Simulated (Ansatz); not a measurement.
# SnTe (Pm-3m) in Ansatz: relaxation of cell and atoms with HSE03

Aim: the relaxation of cell and atoms of SnTe with HSE03.

Everything below comes from runs of Ansatz 0.2.0. Logs are shortened: lines on timing, memory, paths and dates and some standing lists are left out, and cuts for length are marked.

## Step 1: The structure

It takes space group Pm-3m (No. 221, cubic). The conventional cell has a = 3.905 Å, b = 3.905 Å, c = 3.905 Å, α = 90.00°, β = 90.00°, γ = 90.00°. Around Te (site symmetry m-3m) lie 8 Sn at 3.38 Å. Around Sn (site symmetry m-3m) lie 8 Te at 3.38 Å.

Measurements of this composition are mostly on another form, of space group No. 225.

## Step 2: Relaxation of cell and atoms, HSE03

input.yaml

```yaml
crystal:
  lattice:
    - [3.9047, 0.0, 0.0]
    - [0.0, 3.9047, 0.0]
    - [0.0, 0.0, 3.9047]
  atoms:
    - { symbol: Te, position: [0.5, 0.5, 0.5] }
    - { symbol: Sn, position: [0.0, 0.0, 0.0] }
hamiltonian:
  xc: { exchange: pbe, correlation: pbe, exx: { coeff: 0.25, omega: 0.3 } }
  pseudopotentials: { kind: paw }
kpoints:
  mp_grid: { grid: [4, 4, 4] }
scf:
  occupations: { method: fermi_dirac, width: 0.05 }
output:
  forces: true
  stress: true
  eigenvalues: true
relax:
  f_tol: 0.01
  max_steps: 40
  cell: { stress_tol: 0.05 }
```

Potentials or basis: Ansatz PAW.

On the command line:

```bash
ansatz run input.yaml --threads 2 --pin off --max-ram 5632MiB --backend cpu --events-out ev --progress --plain --runs-dir out
```

What it wrote:

```text
Warning: RAYON_NUM_THREADS=2 ignored (pool sized by the plan → 2); use --threads N
Engine: ansatz 0.2.0, aarch64-unknown-linux-gnu
Pseudopotentials: kind: paw
Pseudopotential: Te, paw, valence charge 16, recommended cutoff 420 eV (normal), Te.paw.azcp
Pseudopotential: Sn, paw, valence charge 14, recommended cutoff 420 eV (normal), Sn.paw.azcp
Functional definition: unnamed
  parameter a_1 = 0.25
  parameter omega_1 = 0.3/angstrom
  exchange = pbe_x + (-a_1)*pbe_x_sr(omega_1) + a_1*exact_x_sr(omega_1)
  correlation = pbe_c
Crystal: 2 atoms, lattice volume = 59.534 Å³
Basis set: ecut = 420 eV, 1189 PW (Γ), exchange–correlation on 54×54×54 points (8 copies of the dense FFT grid, shifted against one another)
Bands: 19, of which v1, the nominal top of the filled ones, is band 15 counted from 1 (14 counted from 0)
Symmetry: 48 space group operations
Space group: Pm-3m (ITA 221), of the structure as read, at distance tolerance 3.9e-5 Å
k-points: 10 of 64
Non-local potential: Te, projectors of the file, l = 0: 2, l = 1: 2, l = 2: 2, l = 3: 2
Non-local potential: Sn, projectors of the file, l = 0: 2, l = 1: 2, l = 2: 2, l = 3: 2
PAW form: soft (Blöchl's): semilocal exchange-correlation on the pseudo side does not see the compensation charge
PAW frozen core: Te, regenerated for the run's functional, and the local potential with it (the file was generated under x = pbe(κ = 0.804, μ = 0.2195149727645171), c = pbe(β = 0.06672455060314922))
PAW frozen core: Sn, regenerated for the run's functional, and the local potential with it (the file was generated under x = pbe(κ = 0.804, μ = 0.2195149727645171), c = pbe(β = 0.06672455060314922))
PAW one-centre angular grid: Te, 590 points (default); XC on 64 Gauss nodes
PAW one-centre angular grid: Sn, 590 points (default); XC on 64 Gauss nodes
Initial density: superposition of atomic densities (neutral atoms: chi_scale 0, normalization atom), corrected by the library's trained network
Initial wavefunctions: pseudopotential atomic-orbital guess
Functional: x = pbe(κ = 0.804, μ = 0.2195149727645171), c = pbe(β = 0.06672455060314922), warm-up for x = pbe(κ = 0.804, μ = 0.2195149727645171) + 0.25 (exact − pbe) at short range (hse, ω = 0.3 Å⁻¹), c = pbe(β = 0.06672455060314922)
SCF iter   1: F=—  HF=-13004.104843 eV  |F-HF|=—  |Δ(HF+E_count)|=         —  Δρ=3.05e-3  dr2=1.52e-2  ethr=1.77e-3  ⟨swp⟩=9.3  Hψ=764  notcnv=0
preconditioner: auto → Kerker (q_TF=auto, 2.434 Å⁻¹)  [metal: Δε(μ)=0.096 eV  Ē_g=8.469 eV  σ=0.050 eV  W_gap=0.42  n_scr=18 (ndim 8)  ℏωp=15.2 eV  f_vac=0.000  D(μ)=3.39/eV (n_scr^D=26)]
iter 2 solved again at ethr=4.64e-6 eV; its pass at ethr=5.08e-5 eV (dr2=1.39e-3 eV) is discarded
SCF iter   2: F=—  HF=-13004.103228 eV  |F-HF|=—  |Δ(HF+E_count)|=   1.62e-3  Δρ=9.77e-4  dr2=1.36e-3  ethr=4.64e-6  ⟨swp⟩=3.1  Hψ=769  notcnv=0
SCF iter   3: F=—  HF=-13004.103100 eV  |F-HF|=—  |Δ(HF+E_count)|=   1.28e-4  Δρ=2.77e-4  dr2=4.06e-5  ethr=4.53e-6  ⟨swp⟩=2.9  Hψ=358  notcnv=0
SCF iter   4: F=—  HF=-13004.103126 eV  |F-HF|=—  |Δ(HF+E_count)|=   2.58e-5  Δρ=1.06e-4  dr2=7.04e-6  ethr=1.35e-7  ⟨swp⟩=4.0  Hψ=511  notcnv=0
SCF iter   5: F=—  HF=-13004.103125 eV  |F-HF|=—  |Δ(HF+E_count)|=   9.67e-7  Δρ=3.03e-5  dr2=6.70e-7  ethr=2.35e-8  ⟨swp⟩=3.9  Hψ=447  notcnv=0
SCF iter   6: F=—  HF=-13004.103125 eV  |F-HF|=—  |Δ(HF+E_count)|=   1.39e-7  Δρ=1.07e-5  dr2=5.87e-8  ethr=2.23e-9  ⟨swp⟩=3.8  Hψ=396  notcnv=0
SCF iter   7: F=—  HF=-13004.103125 eV  |F-HF|=—  |Δ(HF+E_count)|=   3.78e-8  Δρ=3.25e-6  dr2=7.71e-9  ethr=1.96e-10  ⟨swp⟩=4.0  Hψ=484  notcnv=0
SCF iter   8: F=—  HF=-13004.103125 eV  |F-HF|=—  |Δ(HF+E_count)|=   2.09e-9  Δρ=8.46e-7  dr2=7.15e-10  ethr=2.57e-11  ⟨swp⟩=3.4  Hψ=407  notcnv=0
SCF iter   9: F=—  HF=-13004.103125 eV  |F-HF|=—  |Δ(HF+E_count)|=  1.35e-10  Δρ=1.48e-7  dr2=2.64e-11  ethr=2.38e-12  ⟨swp⟩=4.0  Hψ=459  notcnv=0
SCF iter  10: F=-13004.103125 eV  HF=-13004.103125 eV  |F-HF|=3.64e-12  |Δ(HF+E_count)|=  1.09e-11  Δρ=3.54e-8  dr2=4.56e-13  ethr=1.00e-12  ⟨swp⟩=2.0  Hψ=345  notcnv=0
SCF 1 converged in 10 iterations: F = -13004.103125 eV  dr2 = 4.56e-13
Initial density: handed on by an earlier stage of this run
Initial wavefunctions: those handed on with the density
Functional: x = pbe(κ = 0.804, μ = 0.2195149727645171) + 0.25 (exact − pbe) at short range (hse, ω = 0.3 Å⁻¹), c = pbe(β = 0.06672455060314922)
Exchange kernel: α = 0.2500, screened, ω = 0.3000 Å⁻¹, Wigner–Seitz truncation, v(0) = 502.4611 eV·Å³, q-mesh 4×4×4, nearest image of the exchange supercell L = 15.62 Å, pair-density grid 18×18×18, without the augmentation charges, whose exchange is taken in its separable form by FFT convolution over the k-point mesh (sized by the pseudopotential files, 27×27×27 at the most), smooth part of the exact exchange by density-matrix convolution
Frozen-core exchange: fock
iter 1 solved again at ethr=2.80e-4 eV; its pass at ethr=1.00e-1 eV (dr2=8.39e-2 eV) is discarded
SCF iter   1: F=—  HF=-13012.495781 eV  |F-HF|=—  |Δ(HF+E_count)|=         —  Δρ=7.41e-3  dr2=9.36e-2  ethr=2.80e-4  ⟨swp⟩=4.0  Hψ=839  notcnv=0
preconditioner: auto → none  [insulator: Δε(μ)=0.162 eV  Ē_g=9.324 eV  σ=0.050 eV  W_gap=0.62  n_scr=18 (ndim 8)  ℏωp=15.2 eV  f_vac=0.000  D(μ)=2.43/eV (n_scr^D=18)]
SCF iter   2: F=—  HF=-13012.502552 eV  |F-HF|=—  |Δ(HF+E_count)|=   6.77e-3  Δρ=8.67e-3  dr2=1.36e-1  ethr=2.80e-4  ⟨swp⟩=3.9  Hψ=479  notcnv=0
SCF iter   3: F=—  HF=-13012.478010 eV  |F-HF|=—  |Δ(HF+E_count)|=   2.45e-2  Δρ=2.22e-3  dr2=3.93e-3  ethr=2.80e-4  ⟨swp⟩=2.6  Hψ=389  notcnv=0
SCF iter   4: F=—  HF=-13012.483480 eV  |F-HF|=—  |Δ(HF+E_count)|=   5.47e-3  Δρ=1.35e-3  dr2=3.28e-3  ethr=9.67e-6  ⟨swp⟩=3.9  Hψ=457  notcnv=0
[... 115 lines left out ...]
hybrid outer 3: dexx = +1.319e-10 eV, tail = 9.88e-12 eV, Δε = 1.08e-4 eV (about 4.78e-6 eV left of the loop's levels)
relax step   3: F+E_penalty+E_count = -13012.48779023 eV  Δ(F+E_penalty+E_count) = -2.883e-4 eV  max|allowed force component| = 7.889e-31 eV/Å  Δτ_max = 0.0000 Å  P = +0.049 GPa  Ω = 57.956 Å³  energy of the carried Pulay correction = +3.689e-4 eV  (19 SCF iters, accepted)
Exchange kernel: α = 0.2500, screened, ω = 0.3000 Å⁻¹, Wigner–Seitz truncation, v(0) = 502.4384 eV·Å³, q-mesh 4×4×4, nearest image of the exchange supercell L = 15.48 Å, pair-density grid 18×18×18, without the augmentation charges, whose exchange is taken in its separable form by FFT convolution over the k-point mesh (sized by the pseudopotential files, 25×25×25 at the most), smooth part of the exact exchange by density-matrix convolution
Frozen-core exchange: fock
iter 1 solved again at ethr=1.82e-9 eV; its pass at ethr=1.00e-1 eV (dr2=5.46e-7 eV) is discarded
SCF iter   1: F=—  HF=-13012.487424 eV  |F-HF|=—  |Δ(HF+E_count)|=         —  Δρ=3.59e-5  dr2=1.71e-7  ethr=1.82e-9  ⟨swp⟩=17.7  Hψ=1426  notcnv=3
preconditioner: auto → none  [insulator: Δε(μ)=0.218 eV  Ē_g=10.254 eV  σ=0.050 eV  W_gap=0.57  n_scr=18 (ndim 8)  ℏωp=15.4 eV  f_vac=0.000  D(μ)=3.57/eV (n_scr^D=32)]
SCF iter   2: F=—  HF=-13012.487424 eV  |F-HF|=—  |Δ(HF+E_count)|=   7.40e-8  Δρ=1.51e-5  dr2=4.11e-8  ethr=5.18e-10  ⟨swp⟩=3.2  Hψ=475  notcnv=0  defer=1
SCF iter   3: F=—  HF=-13012.487424 eV  |F-HF|=—  |Δ(HF+E_count)|=   2.84e-8  Δρ=5.93e-6  dr2=5.44e-8  ethr=8.53e-11  ⟨swp⟩=3.7  Hψ=455  notcnv=0  defer=1
SCF iter   4: F=—  HF=-13012.487424 eV  |F-HF|=—  |Δ(HF+E_count)|=   4.95e-9  Δρ=3.11e-6  dr2=1.08e-7  ethr=8.53e-11  ⟨swp⟩=3.3  Hψ=372  notcnv=0  defer=1
SCF iter   5: F=—  HF=-13012.487427 eV  |F-HF|=—  |Δ(HF+E_count)|=   2.71e-6  Δρ=8.68e-6  dr2=3.35e-8  ethr=1.56e-11  ⟨swp⟩=5.0  Hψ=786  notcnv=0  defer=34
SCF iter   6: F=-13012.487427 eV  HF=-13012.487427 eV  |F-HF|=1.46e-9  |Δ(HF+E_count)|=   2.40e-8  Δρ=2.04e-6  dr2=1.48e-9  ethr=1.56e-11  ⟨swp⟩=5.2  Hψ=739  notcnv=0  defer=5
SCF 12 stopped early in 6 iterations: F = -13012.487427 eV  dr2 = 1.48e-9
hybrid outer 1: dexx = +2.791e-6 eV, tail = 2.25e-8 eV
Exchange kernel: α = 0.2500, screened, ω = 0.3000 Å⁻¹, Wigner–Seitz truncation, v(0) = 502.4384 eV·Å³, q-mesh 4×4×4, nearest image of the exchange supercell L = 15.48 Å, pair-density grid 18×18×18, without the augmentation charges, whose exchange is taken in its separable form by FFT convolution over the k-point mesh (sized by the pseudopotential files, 25×25×25 at the most), smooth part of the exact exchange by density-matrix convolution
Frozen-core exchange: fock
SCF iter   1: F=—  HF=-13012.487427 eV  |F-HF|=—  |Δ(HF+E_count)|=         —  Δρ=1.64e-6  dr2=1.23e-9  ethr=3.75e-10  ⟨swp⟩=12.9  Hψ=697  notcnv=0
preconditioner: auto → none  [insulator: Δε(μ)=0.218 eV  Ē_g=9.431 eV  σ=0.050 eV  W_gap=0.57  n_scr=18 (ndim 8)  ℏωp=15.4 eV  f_vac=0.000  D(μ)=3.57/eV (n_scr^D=32)]
iter 2 solved again at ethr=1.00e-12 eV; its pass at ethr=3.18e-12 eV (dr2=3.79e-11 eV) is discarded
SCF iter   2: F=—  HF=-13012.487427 eV  |F-HF|=—  |Δ(HF+E_count)|=  3.09e-10  Δρ=3.95e-7  dr2=6.31e-11  ethr=1.00e-12  ⟨swp⟩=2.0  Hψ=800  notcnv=0
SCF iter   3: F=—  HF=-13012.487427 eV  |F-HF|=—  |Δ(HF+E_count)|=  1.93e-10  Δρ=2.00e-7  dr2=4.33e-11  ethr=1.00e-12  ⟨swp⟩=3.6  Hψ=388  notcnv=0
SCF iter   4: F=-13012.487427 eV  HF=-13012.487427 eV  |F-HF|=3.64e-12  |Δ(HF+E_count)|=  7.28e-12  Δρ=1.76e-8  dr2=1.09e-12  ethr=1.00e-12  ⟨swp⟩=2.0  Hψ=344  notcnv=0
SCF 13 converged in 4 iterations: F = -13012.487427 eV  dr2 = 1.09e-12
  Residual-converged pass: ⟨swp⟩=4.8  Hψ=568  notcnv=0  max |occ|·‖R‖ = 9.3e-9 eV (tolerance 1.0e-8 eV)  dr2=1.07e-12  dr2_onsite=5.24e-14  max |Δocc| = 1.9e-12
hybrid outer 2: dexx = +1.775e-10 eV, tail = 4.23e-11 eV, Δε = 1.09e-4 eV (about 6.95e-6 eV left of the loop's levels)
relax step   4: F+E_penalty+E_count = -13012.48742664 eV  Δ(F+E_penalty+E_count) = +3.636e-4 eV  max|allowed force component| = 1.052e-30 eV/Å  Δτ_max = 0.0000 Å  P = +0.049 GPa  Ω = 57.956 Å³  stress off target by 4.86e-2 GPa  SCF on the basis re-selected at this cell (its energy is not comparable with the rows above)  (10 SCF iters)
basis re-selected at this cell: Δ(F+E_penalty+E_count) = +3.636e-4 eV, ΔP = -0.001 GPa vs the last step (what re-selecting the basis moved, of the pressure what is left beyond the Pulay correction that the steps carried, after the strain that the cell walked since its last selection, with what the two solves' SCF thresholds leave and, on support functions, any second-order correction that the steps lacked; it is no measure of the basis error at this ecutwfc). This SCF's stress stands 4.86e-2 GPa from its target on what of the cell is left free (relax.cell.stress_tol is 5.00e-2 GPa) and its largest allowed force component is 1.05e-30 eV/Å (relax.f_tol is 1.00e-2 eV/Å): within both
hybrid SCF converged: 2 outer / 10 inner (+0 warm-up), last move |dexx| = 1.77e-10 eV, tail = 4.23e-11 eV
Stability not checked: this state was not tested for a lower state beside it, because the functional holds exact exchange (a hybrid, or Hartree-Fock), whose exchange loop this test does not read (fock_operator; see scf.lower_state_search)
Free energy (F): -13012.487427 eV
Frozen-core exchange: fock
Harris-Foulkes:  -13012.487427 eV  (|F-HF|=3.64e-12)
Internal energy: -13012.461609 eV  (E = F + TS)
E sigma→0 (E₀):  -13012.474518 eV
Entropy (-TS):   -0.025818 eV (-12.909 meV/atom)
Fermi energy:    10.163463 eV
--- Per-component energies (eV) ---
  E_band       = -375.407290
  E_kinetic    = 364.687725
  E_local      = -1922.825874  (includes V_loc(G=0)·N_el)
  E_nonlocal   = -345.620154
  E_hartree    = 1257.595848
  E_xc         = -406.290768
  E_vxc        = -163.561651  (∫ρ·V_xc dr)
  E_exx        = -76.002499  (= α·E_x^exact, valence–valence)
  E_paw        = -8829.678441  (= ΣΔE_a)
  E_vpaw       = -671.273805  (= ΣTr[D̂ρ^β])
  E_aug_tail   = -0.000195  (compensation charges beyond the density's cutoff)
  E_ewald      = -3054.381309
  E_core_change = 0.054057  (= ΣΔE_core)
  E_smearing   = -0.025818  (= −TS)
  E_closure    = 0.000000  (closes the sum)
  Σ components = -13012.487427   (vs F -13012.487427, Δ=0.00e0)
--- Forces (eV/Å), atoms counted from 1 ---
  atom   1  Te     0.00000000    -0.00000000     0.00000000
  atom   2  Sn    -0.00000000    -0.00000000    -0.00000000
  max |Σ_I F_I| component: 5.78e-30 eV/Å
--- Stress (GPa, compression-positive) ---
        0.048566       0.000000       0.000000
        0.000000       0.048566       0.000000
        0.000000       0.000000       0.048566
  P = ⅓ Tr σ = 0.0486 GPa (0.486 kbar)
--- Band table (eV; the first three rows and the last of 10) ---
  k-point 0: bands = ["-28.8204", "-28.8204", "-28.8160", "-28.8160", "-28.8160", "-13.5985", "-13.5985", "-13.5608", "-13.5608", "-13.5608", "-3.5237", "4.6865", "8.1666", "8.1666", "8.1666", "14.0322", "14.0322", "16.3237", "16.3237"]
  k-point 1: bands = ["-28.8203", "-28.8173", "-28.8168", "-28.8168", "-28.8158", "-13.5978", "-13.5808", "-13.5673", "-13.5673", "-13.5604", "-2.9793", "2.9048", "8.6174", "8.7898", "8.7898", "13.6125", "14.5751", "14.5751", "14.6060"]
  k-point 2: bands = ["-28.8202", "-28.8176", "-28.8176", "-28.8157", "-28.8141", "-13.5971", "-13.5737", "-13.5737", "-13.5631", "-13.5600", "-2.1041", "1.0916", "9.8305", "9.8305", "10.3630", "10.6636", "12.6718", "12.6718", "15.9832"]
  k-point 9: bands = ["-28.8193", "-28.8193", "-28.8193", "-28.8106", "-28.8106", "-13.5870", "-13.5870", "-13.5870", "-13.5421", "-13.5421", "-0.5081", "4.5979", "6.8989", "6.8989", "6.8989", "8.8028", "8.8028", "8.8028", "25.3058"]
--- Relaxed structure (3 steps of the walk, 3 accepted, 1 SCFs on fresh bases) ---
  F+E_penalty+E_count = -13012.48742664 eV   max|allowed force component| = 1.052e-30 eV/Å   (the final SCF, on the basis selected at the relaxed cell)
  cell:  # Å, volume = 57.9559 Å³
    - [3.8698948730658764, 1.2538606408771066e-34, -2.246918268451775e-34]
    - [-3.0092655381050557e-36, 3.8698948730658764, -3.209883240645393e-35]
    - [-2.246918268451775e-34, -1.6049416203226965e-35, 3.8698948730658764]
  atoms:
    - { symbol: Te, position: [0.49999999999999994, 0.49999999999999994, 0.49999999999999994] }
    - { symbol: Sn, position: [2.0551407538651192e-36, 6.679207450055912e-36, -1.027570376930223e-36] }
```

Run time: 49 s. Hardware: 2 threads of Arm Neoverse V1, shared host; peak memory 0.91 GiB.

What came out:

```yaml
Free_energy: -13012.4874 eV
Relaxed_volume: 28.98 Å³/atom
Relaxed_cell: a = 3.870 Å, b = 3.870 Å, c = 3.870 Å, α = 90.00°, β = 90.00°, γ = 90.00°
Space_group_after_relaxing_to_0.05_Å: Pm-3m (No. 221)
Energy_gained_by_relaxing: 2.1 meV/atom
Ionic_steps: 4
Pressure_after_relaxing: 0.0 GPa
Band_gap_on_the_k_mesh: none (metal or under the smearing width)
```

The path:
| step | energy change (eV) | largest force (eV/Å) | volume (Å³) |
| --- | --- | --- | --- |
| 1 | 0.0000 | 0.0000 | 59.53 |
| 2 | -0.0043 | 0.0000 | 58.34 |
| 3 | -0.0046 | 0.0000 | 57.96 |
| 4 | -0.0043 | 0.0000 | 57.96 |

Final structure:
```cif
data_structure
_symmetry_space_group_name_H-M 'P 1'
_symmetry_Int_Tables_number 1
_cell_length_a 3.8699
_cell_length_b 3.8699
_cell_length_c 3.8699
_cell_angle_alpha 90.000
_cell_angle_beta 90.000
_cell_angle_gamma 90.000
_cell_volume 57.96
loop_
_atom_site_label
_atom_site_type_symbol
_atom_site_fract_x
_atom_site_fract_y
_atom_site_fract_z
_atom_site_occupancy
Te1 Te 0.50000 0.50000 0.50000 1
Sn1 Sn 0.00000 0.00000 0.00000 1
```

Caveat: the k mesh is coarse (spacing up to 0.40 Å⁻¹), so the values aren't converged, least of all with exact exchange; the plane-wave basis is chosen anew once the cell has moved, so the energies of steps on either side of that aren't comparable; the PAW data sets come from PBE, with cores solved anew for the run's functional, which leaves a small shift of forces and pressure. The run has no spin-orbit coupling, so splittings on Te are missing.
